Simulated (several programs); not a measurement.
# ZnO (NiAs type) from semi-empirical methods to plane-wave DFT

ZnO (NiAs type), relaxed with r2SCAN in Ansatz, was computed with several methods. The symmetry is P6_3/mmc (No. 194, hexagonal); conventional cell a = 2.977 Å, c = 5.126 Å, 9.83 Å³ an atom. Zn is surrounded by 6 O at 2.14 Å; O is surrounded by 6 Zn at 2.14 Å. Note: simulated data, non-magnetic, for a generated structure that need not be the stable one.

```
Zn O
1.0
     2.97686    0.00000    0.00000
    -1.48843    2.57804    0.00000
     0.00000    0.00000    5.12563
Zn O
2 2
Direct
  0.00000 0.00000 0.00000
  0.00000 0.00000 0.50000
  0.33333 0.66667 0.25000
  0.66667 0.33333 0.75000
```

Gaps and times are for a single point on this cell; volume and bulk modulus come from each method's own relaxation or energy curve at fixed shape, which is too stiff where a cell has free coordinates or axes. Times are rough, from shared hosts (Arm Neoverse V1), and each method has its own mesh and cell size. A dagger marks a closed or tiny gap in a crystal that DFT finds insulating: a failure of the method or a wrong SCF state. A double dagger marks a value from a curve with shape and coordinates held. PM6 (MOPAC), PM7 (MOPAC), GFN1-xTB (tblite), GFN2-xTB (tblite) treat a cluster of cells at its zone centre, which samples few k points: where these miss a band edge, the gap comes out too large for that reason alone. Gaps from k meshes are read at a limited set of points (mesh, symmetry points, PBE's band edges), so each method's own least gap may be somewhat smaller. xTB and the PM methods were fitted mostly to molecules, and can miss a solid's gap by electronvolts. Minimal bases can be far off for gaps. Times of the plane-wave ladder aren't listed, since it ran on unlike processors and cards. GLLB-SC's gap includes the derivative discontinuity. d marks a direct gap, i an indirect one (no mark: not told apart), a dash a value that wasn't computed or didn't pass its checks.

```tsv
method	kind	gap (eV)	own volume (Å³/atom)	bulk modulus (GPa)	atoms computed	processor time
PBEsol	semilocal	–	9.83	–	4	–
light PBE (260 eV and a coarse mesh)	light plane-wave	0.78 d	–	–	4	0.96 s
non-self-consistent DFTB (CP2K)	tight binding	3.46 d	–	–	4	2.3 s
PBE	semilocal	0.75 d	10.29	161‡	4	–
LDA	semilocal	0.71 d	9.47	–	4	–
GFN1-xTB (tblite)	tight binding	0.00†	–	–	cluster	8.1 s
r2SCAN	semilocal	1.36 d	9.83	188‡	4	–
PBE/SZV (CP2K)	small basis	0.37 d	–	–	4	15 s
GFN2-xTB (tblite)	tight binding	0.00†	–	–	cluster	18 s
PM7 (MOPAC)	semi-empirical	2.92	–	–	cluster	32 s
GLLB-SC (GPAW)	model potential	1.78	–	–	4	35 s
LC-ωPBE	hybrid	7.72 d	–	–	4	–
PBE/DZVP (CP2K)	small basis	0.71 d	10.37‡	167‡	4	52 s
PBE/single zeta (GPAW)	small basis	0.38 d	–	–	4	72 s
HSE06	hybrid	2.50 d	9.88	–	4	–
PBE0	hybrid	3.19 d	–	–	4	–
r2SCAN0	hybrid	3.67 d	–	–	4	–
PM6 (MOPAC)	semi-empirical	2.75	–	–	cluster	2.2 min
DDH-PBE0	hybrid	2.49 d	–	–	4	–
```

Against HSE06 (2.50 eV) and with closed or daggered gaps left aside, the nearest gap at the points sampled is that of DDH-PBE0 (-0.01 eV) and the farthest that of LC-ωPBE (+5.22 eV). HSE06 is only a yardstick of convenience, and nearness to it can be luck.

Volumes against r2SCAN's: PBEsol -0.1 %, PBE +4.6 %, LDA -3.7 %, HSE06 +0.5 %.
